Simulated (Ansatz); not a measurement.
Which way does HgS + SnSe ⇌ HgSe + SnS run?

Plane-wave DFT in Ansatz with scalar-relativistic PAW potentials, cutoff 420 eV, Γ-centred meshes chosen by cell and gap, Gaussian smearing with energies taken to zero width. Every cell was relaxed (cell and atoms) in a run of its own, within the symmetry of its start. Functional: PBEsol.

Total energies hold large constants for each element; a whole number of eV per atom of each element is taken off below, which cancels in a balanced reaction.

| compound | lowest structure computed | structures tried | V (Å³/atom) | gap on mesh (eV) | E (eV per formula unit, common shift removed) |
| --- | --- | --- | --- | --- | --- |
| HgS | F-43m | 4 | 25.36 | 0.00 | -0.2772 |
| SnSe | Pnma | 4 | 25.87 | 0.49 | -0.8639 |
| HgSe | F-43m | 3 | 28.85 | 0.00 | -0.6303 |
| SnS | Pnma | 6 | 23.39 | 0.74 | -0.6460 |

Q: Work out the reaction energy at 0 K.

A: ΔE = E(HgSe) + E(SnS) − E(HgS) − E(SnSe) = -0.135 eV, or -13 kJ per mole of reaction (-34 meV/atom). The right side is lower: Hg takes Se and Sn takes S. All four are computed as solids; where they are solids at ordinary conditions entropy changes little. A lower structure that wasn't tried would shift the value, and mixed crystals may lie lower than either side. This functional puts HgS lowest in F-43m, which isn't its usual phase at room temperature.

Spin-orbit coupling is left out, which matters for the bands of heavy elements.